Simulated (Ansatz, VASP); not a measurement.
# One calculation of Cd, two programs

File INCAR:

```
PREC = Accurate ; ENCUT = 520
EDIFF = 1E-7 ; ISMEAR = -1
SIGMA = 0.08 ; LREAL = F
LASPH = T ; NELM = 100
ALGO = Normal ; ISIF = 2
LWAVE = F ; LCHARG = F
GGA = PE ; NBANDS = 12
```

Contents of KPOINTS:

```
Automatic mesh
0
Gamma
  14 14 14
```

POSCAR

```
Cd
1.0
    0.0000000000      2.1560221535      2.1560221535
    2.1560221535      0.0000000000      2.1560221535
    2.1560221535      2.1560221535      0.0000000000
Cd
1
Direct
    0.0000000000      0.0000000000      0.0000000000
```

Input for Ansatz:

```yaml
crystal:
  lattice:
    - [0.0, 2.1560221535, 2.1560221535]
    - [2.1560221535, 0.0, 2.1560221535]
    - [2.1560221535, 2.1560221535, 0.0]
  atoms:
    - { symbol: Cd, position: [0.0, 0.0, 0.0] }
kpoints:
  mp_grid: { grid: [14, 14, 14] }
scf:
  occupations: { method: fermi_dirac, width: 0.08 }
hamiltonian:
  xc: pbe
  pseudopotentials: { kind: all_electron, lapw: { basis_error: 0.001 } }
output:
  forces: true
  stress: true
  eigenvalues: true
  populations: true
```

Change from the starting cell: volume scaled by 0.88, LAPW.

Alike in both runs: task single point; functional PBE; k mesh 14 × 14 × 14; occupations fermi-dirac, width 0.08 eV; no spin polarisation.

|  | VASP | Ansatz |
| --- | --- | --- |
| version | VASP 6.6.1 | Ansatz 0.2.0 |
| potentials or method | VASP PAW PBE potentials, release 64 (Cd) | all-electron LAPW, scalar-relativistic |
| plane-wave cutoff (eV) | 520 | see its input |

```csv
,VASP,Ansatz,Ansatz less VASP
pressure (GPa),8.5,8.1,-0.44
```

Ansatz ran all-electron here, so the differences hold the error of VASP's frozen core and of both bases.
